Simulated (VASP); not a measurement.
Os, 1 atom in the cell. Symmetry: Im-3m, No. 229, cubic system. Conventional cell: a = 3.037 Å, b = 3.037 Å, c = 3.037 Å, α = 90.00°, β = 90.00°, γ = 90.00°. Around Os (site symmetry m-3m) lie 8 Os at 2.63 Å. This isn't the form of Os at room conditions, which is hcp.

| Item | Value |
| --- | --- |
| Program | VASP 6.6.1 |
| Task | relaxation of cell and atoms |
| Functional | PBE |
| Dispersion | D3(BJ) |
| Potentials or basis | VASP PAW PBE potentials, release 64 (Os) |
| Cutoff | 600 eV |
| k mesh | 10 × 10 × 10 |
| Occupations | gaussian, width 0.1 eV |
| Spin | no spin polarisation |
| Dipole correction | no |
| Further INCAR settings | ALGO = Normal; EDIFF = 1e-06; IBRION = 2; EDIFFG = -0.05; NSW = 100; ISIF = 3 |

Potentials or basis: VASP PAW PBE potentials, release 64 (Os).

The run is started by

```console
$ cat potpaw_PBE.64/Os/POTCAR > POTCAR
$ mpirun -np 1 vasp_std > vasp.out
```

Hardware: 1 thread of Intel(R) Xeon(R) Platinum 8259CL CPU @ 2.50GHz (Skylake/Cascade Lake), with other jobs on the host.

Problem. Estimate the wall time of this run.

Solution. It took 15 s on 1 thread of Intel(R) Xeon(R) Platinum 8259CL CPU @ 2.50GHz (Skylake/Cascade Lake), on a shared host, peak memory 0.15 GiB. Counts: scf iterations 29, k points 47, ion steps 4.
